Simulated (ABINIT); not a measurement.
Bi:

```xyz
1
Lattice="-1.9814 1.9814 1.9814 1.9814 -1.9814 1.9814 1.9814 1.9814 -1.9814" Properties=species:S:1:pos:R:3 pbc="T T T"
Bi    0.0000    0.0000    0.0000
```

This isn't the form of Bi at room conditions, which is rhombohedral.

Base run:

```yaml
Program: ABINIT 10.8.3 (patched build)
Functional: PBEsol
Potentials_or_basis: JTH PAW PBE v2.0
Cutoff: 599 eV
k_mesh: 9 × 9 × 9
Occupations: fermi-dirac, width 0.05 eV
Spin: no spin polarisation
```

Its results: band gap on the k mesh none (metal or under the smearing width); pressure -2.0 GPa.

Task: After a change of settings the same cell gave: band gap on the k mesh none (metal or under the smearing width); pressure 1.9 GPa. Which change was it?
A. functional from PBEsol to LDA; potentials or basis from JTH PAW PBE v2.0 to PseudoDojo NC SR LDA v0.4.1 standard; cutoff from 599 eV to 952 eV
B. functional from PBEsol to revPBE
C. potentials or basis from JTH PAW PBE v2.0 to PseudoDojo NC SR PBEsol v0.4.1 standard; cutoff from 599 eV to 898 eV
D. functional from PBEsol to SCAN; cutoff from 599 eV to 707 eV; fine-grid cutoff from 1197.3 eV to 1306.15 eV

Result: B.

revPBE binds less tightly than PBEsol, so the same cell stands under more pressure.

Caveats: the PAW data sets were made with another functional, which shifts forces and pressure a little; spin-orbit coupling is left out, which moves the levels of the heavy elements.

Runs at the PBE level aren't shown here.
